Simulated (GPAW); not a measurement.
**Zn K-edge XANES of zinc-blende (ZnS)₁₋ₓ(ZnSe)ₓ at x = 0**

Aim: the Zn K edge in zinc-blende (ZnS)₁₋ₓ(ZnSe)ₓ at x = 0, one member of a composition series.

Method: X-ray absorption from dipole matrix elements to empty bands, plane-wave PAW PBE, in GPAW 26.7.0.

**1. The structure**

It takes space group F-43m (No. 216, cubic). The conventional cell has a = 5.410 Å, b = 5.410 Å, c = 5.410 Å, α = 90.00°, β = 90.00°, γ = 90.00°. Nearest to Zn lie 4 S at 2.34 Å. Nearest to S lie 4 Zn at 2.34 Å. 16-atom zinc-blende cell, 0 of 8 S sites taken by Se at random, lattice constants typed for the ends and interpolated (Vegard). Farther neighbours and most contacts between anions are not listed.

As a file:

```xyz
16
Lattice="0.0000 5.4100 5.4100 5.4100 0.0000 5.4100 5.4100 5.4100 0.0000" Properties=species:S:1:pos:R:3 pbc="T T T"
Zn    0.0000    0.0000    0.0000
S     1.3525    1.3525    1.3525
Zn    2.7050    2.7050    0.0000
S     4.0575    4.0575    1.3525
Zn    2.7050    0.0000    2.7050
S     4.0575    1.3525    4.0575
Zn    5.4100    2.7050    2.7050
S     6.7625    4.0575    4.0575
Zn    0.0000    2.7050    2.7050
S     1.3525    4.0575    4.0575
Zn    2.7050    5.4100    2.7050
S     4.0575    6.7625    4.0575
Zn    2.7050    2.7050    5.4100
S     4.0575    4.0575    6.7625
Zn    5.4100    5.4100    5.4100
S     6.7625    6.7625    6.7625
```

**2. The field without a hole**

The ground state comes first: it tells whether the system has a gap, which decides how the excited electron is treated.

Contents of scf.py:

```python
import numpy as np
from ase import Atoms
from ase.parallel import parprint, paropen
from gpaw import GPAW, PW, FermiDirac, Mixer, MixerDif, setup_paths
from gpaw.test import gen
setup_paths.insert(0, '.')
gen('Zn', name='nch1s', xcname='PBE', corehole=(1, 0, 0), write_xml=True)
from gpaw.mpi import world
world.barrier()

atoms = Atoms('ZnSZnSZnSZnSZnSZnSZnSZnS',
    cell=[[0, 5.41, 5.41],
     [5.41, 0, 5.41],
     [5.41, 5.41, 0]],
    scaled_positions=[[0, 0, 0],
     [0.125, 0.125, 0.125],
     [0, 0, 0.5],
     [0.125, 0.125, 0.625],
     [0, 0.5, 0],
     [0.125, 0.625, 0.125],
     [0, 0.5, 0.5],
     [0.125, 0.625, 0.625],
     [0.5, 0, 0],
     [0.625, 0.125, 0.125],
     [0.5, 0, 0.5],
     [0.625, 0.125, 0.625],
     [0.5, 0.5, 0],
     [0.625, 0.625, 0.125],
     [0.5, 0.5, 0.5],
     [0.625, 0.625, 0.625]],
    pbc=True)
atoms.calc = calc = GPAW(legacy_gpaw=True, mode=PW(400, force_complex_dtype=True), xc='PBE', setups={0: 'nch1s'},
    kpts={'size': (4, 4, 4), 'gamma': True}, occupations=FermiDirac(0.05),
    charge=0, mixer=Mixer(0.1, 5, 50), maxiter=150,
    convergence={'density': 0.0001, 'eigenstates': 1e-6}, txt='scf.txt')
energy = atoms.get_potential_energy() + calc.get_reference_energy()
ef = calc.get_fermi_level()
out = dict(energy=energy, fermi=ef, forces=atoms.get_forces().tolist())
parprint(f'all-electron energy {energy:.4f} eV, Fermi level {ef:.4f} eV')
ev = np.array([[calc.get_eigenvalues(k, s) for k in range(len(calc.get_ibz_k_points()))] for s in range(calc.get_number_of_spins())])
out['homo'], out['lumo'], out['counts'] = ev[ev < ef].max(), ev[ev > ef].min(), sorted(set((ev < ef).sum((0, 2)).tolist()))
out['filled'] = (ev[:, 0] < ef).sum(1).tolist()
import json
with paropen('out.json', 'w') as f:
    json.dump(out, f)
```

Launch:

```
$ OMP_NUM_THREADS=1 mpirun -n 4 gpaw python scf.py
```

Numbers of over 12 decimals in the logs are rounded to 6 here.

The log of the run:

```text
Input parameters:
  convergence: {density: 0.0001,
                eigenstates: 1e-06}
  kpts: {gamma: True,
         size: (4, 4, 4)}
  maxiter: 150
  mixer: {backend: pulay,
          beta: 0.1,
          method: separate,
          nmaxold: 5,
          weight: 50}
  mode: {ecut: 400.0,
         force_complex_dtype: True,
         name: pw}
  occupations: {fixmagmom: False,
                name: fermi-dirac,
                width: 0.05}
  setups: {0: nch1s}
  xc: PBE

Initialize ...

[... PAW data sets ...]

Reference energy: -477751.573116  # eV

Spin-paired calculation

[... convergence settings ...]
Symmetries present (total): 24
  [... symmetry matrices ...]

64 k-points: 4 x 4 x 4 Monkhorst-Pack grid + [1/8,1/8,1/8]
8 k-points in the irreducible part of the Brillouin zone
       k-points in crystal coordinates                weights
   0:     0.00000000    0.00000000    0.00000000          1/64
   1:     0.25000000    0.25000000    0.00000000          6/64
   2:     0.25000000    0.25000000    0.25000000          8/64
   3:     0.50000000    0.25000000   -0.25000000          6/64
   4:     0.50000000    0.25000000    0.25000000         12/64
   5:     0.50000000    0.50000000    0.00000000          3/64
   6:     0.50000000    0.50000000    0.25000000         24/64
   7:     0.50000000    0.50000000    0.50000000          4/64

Wave functions: Plane wave expansion
  Cutoff energy: 400.000 eV
  Number of coefficients (min, max): 5720, 5780
  Pulay-stress correction: 0.000000 eV/Ang^3 (de/decut=0.000000)
  Using FFTW library
  Wavefunction extrapolation:
    Improved wavefunction reuse through dual PAW basis

Occupation numbers: Fermi-Dirac:
  width: 0.0500  # eV

Eigensolver
   Davidson(niter=2)

Densities:
  Coarse grid: 36*36*36 grid
  Fine grid: 72*72*72 grid
  Total Charge: 0.000000

Density mixing:
  Method: separate
  Backend: pulay
  Linear mixing parameter: 0.1
  old densities: 5
  Width of damping distribution: 1.1
  Damping of long wavelength oscillations: 50

[... Hamiltonian set-up ...]
Number of atoms: 16
Number of atomic orbitals: 104
Number of bands in calculation: 91
Number of valence electrons: 144
Bands to converge: occupied

... initialized

Initializing position-dependent things.

Density initialized from atomic densities
Creating initial wave functions:
  91 bands from LCAO basis set

                            S
                    S
                        Zn
                     S
               Zn
             S   Zn       S

         Zn       S   Zn
                    S
              Zn
           S
               Zn
       Zn

Atomic positions and initial magnetic moments

Positions:
   0 Zn     0.000000    0.000000    0.000000    ( 0.0000,  0.0000,  0.0000)
   1 S      1.352500    1.352500    1.352500    ( 0.0000,  0.0000,  0.0000)
   2 Zn     2.705000    2.705000    0.000000    ( 0.0000,  0.0000,  0.0000)
   3 S      4.057500    4.057500    1.352500    ( 0.0000,  0.0000,  0.0000)
   4 Zn     2.705000    0.000000    2.705000    ( 0.0000,  0.0000,  0.0000)
   5 S      4.057500    1.352500    4.057500    ( 0.0000,  0.0000,  0.0000)
   6 Zn     5.410000    2.705000    2.705000    ( 0.0000,  0.0000,  0.0000)
[...]
13 S      4.057500    4.057500    6.762500    ( 0.0000,  0.0000,  0.0000)
  14 Zn     5.410000    5.410000    5.410000    ( 0.0000,  0.0000,  0.0000)
  15 S      6.762500    6.762500    6.762500    ( 0.0000,  0.0000,  0.0000)

Unit cell:
           periodic     x           y           z      points  spacing
  1. axis:    yes    0.000000    5.410000    5.410000    36     0.1735
  2. axis:    yes    5.410000    0.000000    5.410000    36     0.1735
  3. axis:    yes    5.410000    5.410000    0.000000    36     0.1735

  Lengths:   7.650895   7.650895   7.650895
  Angles:   60.000000  60.000000  60.000000

Effective grid spacing dv^(1/3) = 0.1893

iter:   1   -56.367247
iter:   2   -56.328875   -0.17  -1.17
iter:   3   -54.892789   -0.95  -1.24
iter:   4   -55.024083   -1.45  -1.58
iter:   5   -55.589118   -1.31  -1.64
iter:   6   -55.121118   -1.84  -1.89
iter:   7   -54.997830   -2.31  -2.38
iter:   8   -54.985306   -2.91  -2.69
iter:   9   -54.984917c  -3.44  -2.97
iter:  10   -54.983181c  -3.03  -3.07
iter:  11   -54.980611c  -3.97  -3.37
iter:  12   -54.980625c  -4.28  -3.97
iter:  13   -54.980628c  -4.59  -4.20c
iter:  14   -54.980643c  -4.77  -4.36c
iter:  15   -54.980647c  -4.95  -4.54c
iter:  16   -54.980653c  -5.11  -4.62c
iter:  17   -54.980656c  -5.26  -4.71c
iter:  18   -54.980658c  -5.42  -4.85c
iter:  19   -54.980660c  -5.57  -4.94c
iter:  20   -54.980661c  -5.74  -5.00c
iter:  21   -54.980661c  -5.89  -5.19c
iter:  22   -54.980662c  -6.05c -5.23c

Converged after 22 iterations.

Dipole moment: (-23.935165, -23.935165, -23.935165) |e|*Ang

Energy contributions relative to reference atoms: (reference = -477751.573116)

Kinetic:        +90.880897
Potential:      -76.884366
External:        +0.000000
XC:             -69.076183
Entropy (-ST):   -0.000000
Local:           +0.098989
SIC:             +0.000000
--------------------------
Free energy:    -54.980662
Extrapolated:   -54.980662

Showing only first 2 kpts
 Kpt  Band  Eigenvalues  Occupancy
  0    70      3.71684    2.00000
  0    71      3.71684    2.00000
  0    72      5.80670    0.00000
  0    73      7.01423    0.00000

  1    70      3.31167    2.00000
  1    71      3.31167    2.00000
  1    72      6.98800    0.00000
  1    73      7.42241    0.00000

Fermi level: 4.74817

Gap: 2.090 eV
Transition (v -> c):
  (s=0, k=0, n=71, [0.00, 0.00, 0.00]) -> (s=0, k=0, n=72, [0.00, 0.00, 0.00])
No difference between direct/indirect transitions

Forces in eV/Ang:
  0 Zn   -0.00000    0.00000    0.00000
  1 S     0.00003    0.00003    0.00003
  2 Zn   -0.00000   -0.00000    0.00002
  3 S    -0.00003   -0.00003    0.00003
  4 Zn   -0.00000    0.00002    0.00000
  5 S    -0.00003    0.00003   -0.00003
  6 Zn   -0.00002   -0.00000    0.00000
[...]
13 S     0.00002    0.00002   -0.00002
 14 Zn   -0.00000    0.00000   -0.00000
 15 S    -0.00002   -0.00002   -0.00002
Scalar-relativistic atomic PBE calculation for Zn (Zinc, Z=30)
Core hole in 1s state (1s occupation: 2.0)
600 radial gridpoints.
|------------------------------------------------|
|------------------------------------------------|
[... the atom generator's iteration count ...]

Energy contributions:
-------------------------
Kinetic:    +1823.613160
XC:           -71.504391
Potential:  -3547.729445
-------------------------
Total:      -1795.620676

state      eigenvalue         ekin         rmax
-----------------------------------------------
1s^2.0 :  -349.886846   450.954911        0.033
2s^2.0 :   -42.553114    85.456797        0.189
2p^6.0 :   -36.898923    83.258415        0.152
3s^2.0 :    -4.747216    18.925213        0.588
3p^6.0 :    -3.065290    16.692437        0.592
3d^10.0:    -0.372700    11.038803        0.566
4s^2.0 :    -0.219651     1.423087        2.092
4p^0.0 :    -0.041035     0.518678        3.084
-----------------------------------------------
(units: Bohr and Hartree)

Generating PAW setup
Kinetic energy of the core from tauc = 1727.898395
Cutoffs:
rc(s)=2.430
rc(p)=2.400
rc(d)=2.230
rc(vbar)=2.260
rc(comp)=2.200
rc(nct)=2.430

Kinetic energy of the core states: 1710.378955
Charge: 0.0
Core electrons: 18.0
Valence electrons: 12.0
Pseudo-core charge: 0.104275
Shape function alpha=2.066
Pseudo-electron charge 3.892839
state    eigenvalue         norm
--------------------------------
4s(2) :    -0.219651     1.125459
*s    :     0.780349
4p(0) :    -0.041035     1.007410
*p    :     0.958965
3d(10):    -0.372700     0.153765
*d    :     0.627300
--------------------------------

Diagonalizing with gridspacing h=0.050

state   all-electron     PAW
-------------------------------
4s:      -0.219651    -0.219820
4p:      -0.041035    -0.041071
3d:      -0.372700    -0.373322
*f:                    0.071886
-------------------------------
all-electron energy -477806.5538 eV, Fermi level 4.7482 eV
```

It took 45 s on 4 MPI ranks of Intel Xeon at 2.80GHz (Skylake/Cascade Lake), shared host; peak memory 0.33 GiB.

The mesh shows a gap of 2.09 eV. The excited electron is kept all the same, so that all members of the series, with or without a gap, are treated alike.

**3. Cell without a hole, the energy reference**

The photon energy needs a difference of total energies, so the cell and mesh of the coming hole run are first run without a hole.

Changes to scf.py since step 2:

```diff
@@ -32,3 +32,3 @@
 atoms.calc = calc = GPAW(legacy_gpaw=True, mode=PW(400, force_complex_dtype=True), xc='PBE', setups={0: 'nch1s'},
-    kpts={'size': (4, 4, 4), 'gamma': True}, occupations=FermiDirac(0.05),
+    kpts={'size': (3, 3, 3), 'gamma': True}, occupations=FermiDirac(0.02),
     charge=0, mixer=Mixer(0.1, 5, 50), maxiter=150,
```

The log of the run:

```text
Input parameters:
  convergence: {density: 0.0001,
                eigenstates: 1e-06}
  kpts: {gamma: True,
         size: (3, 3, 3)}
  maxiter: 150
  mixer: {backend: pulay,
          beta: 0.1,
          method: separate,
          nmaxold: 5,
          weight: 50}
  mode: {ecut: 400.0,
         force_complex_dtype: True,
         name: pw}
  occupations: {fixmagmom: False,
                name: fermi-dirac,
[...]
*s    :     0.780349
4p(0) :    -0.041035     1.007410
*p    :     0.958965
3d(10):    -0.372700     0.153765
*d    :     0.627300
--------------------------------

Diagonalizing with gridspacing h=0.050

state   all-electron     PAW
-------------------------------
4s:      -0.219651    -0.219820
4p:      -0.041035    -0.041071
3d:      -0.372700    -0.373322
*f:                    0.071886
-------------------------------
all-electron energy -477806.5263 eV, Fermi level 4.3626 eV
[key lines of the parts left out:]
Converged after 19 iterations.
Dipole moment: (-23.926594, -23.926594, -23.926594) |e|*Ang
Free energy:    -54.953182
Fermi level: 4.36257
```

It took 27 s on 4 MPI ranks; peak memory 0.32 GiB; 1.8 min of CPU time.

Reference energy: -477806.526 eV with the cores included.

(Part 1 of 2 ends here.)

[Banner, clock and machine lines of the logs are left out without a mark of their own.]

[Logs are printed without paths, hosts, clocks, repeated set-up lines and the standing remarks that a program may print on its own settings, such as how far it seeks lower states.]

[Hosts, paths, dates, database ids (printed as entryN), source tags and the programs' standing remarks are cut or masked in the printed files.]

[Lists of maxima count a maximum above −3 eV only where it reaches 4 % of the highest in the window and stands out from its surroundings by 2 % of it (1.5 % where it reaches 55 %); shoulders and weaker maxima are passed over, and of the rest the first, up to two pre-edge ones and the few strongest are named.]
